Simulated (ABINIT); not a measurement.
The system is NbAs.

```
CELL_PARAMETERS angstrom
-1.72585 1.72585 5.84000
1.72585 -1.72585 5.84000
1.72585 1.72585 -5.84000
ATOMIC_POSITIONS crystal
Nb 0.50000 0.00000 0.50000
Nb 0.75000 0.75000 0.00000
As 0.91600 0.41600 0.50000
As 0.16600 0.16600 0.00000
```

```yaml
Program: ABINIT 10.8.3 (patched build)
Task: relaxation of cell and atoms
Functional: PBEsol
Potentials_or_basis: JTH PAW PBE v2.0
Cutoff: 435 eV
k_mesh: 6 × 6 × 6
Occupations: fermi-dirac, width 0.05 eV
Spin: no spin polarisation
```

At the start: pressure -2.1 GPa; volume 17.39 Å³/atom.

Question: Where does the relaxation end?

Answer: Over 9 steps the energy falls by 3.5 meV/atom and the volume is 17.16 Å³/atom (-1.3 %); space group I4_1md (No. 109, to 0.05 Å).

Step by step:
```tsv
step	energy change (eV)	largest force (eV/Å)	pressure (GPa)	volume (Å³)
1	0.0000	0.2819	-2.15	69.58
2	-0.0077	0.2177	-1.04	69.12
3	-0.0123	0.0900	0.39	68.56
4	-0.0128	0.0581	0.32	68.58
5	-0.0135	0.0058	-0.04	68.70
6	-0.0136	0.0104	-0.09	68.71
7	-0.0138	0.0107	-0.10	68.69
8	-0.0138	0.0038	-0.04	68.67
9	-0.0138	0.0001	0.00	68.65
```

Final structure:
```cif
data_structure
_symmetry_space_group_name_H-M 'P 1'
_symmetry_Int_Tables_number 1
_cell_length_a 6.2877
_cell_length_b 6.2877
_cell_length_c 6.2877
_cell_angle_alpha 148.239
_cell_angle_beta 148.239
_cell_angle_gamma 45.533
_cell_volume 68.65
loop_
_atom_site_label
_atom_site_type_symbol
_atom_site_fract_x
_atom_site_fract_y
_atom_site_fract_z
_atom_site_occupancy
Nb1 Nb 0.49876 0.99876 0.50000 1
Nb2 Nb 0.74876 0.74876 0.00000 1
As1 As 0.91724 0.41724 0.50000 1
As2 As 0.16724 0.16724 0.00000 1
```

Caveat: the k mesh is coarse (spacing up to 0.43 Å⁻¹), so the values aren't converged; the PAW data sets were made with another functional, which shifts forces and pressure a little.
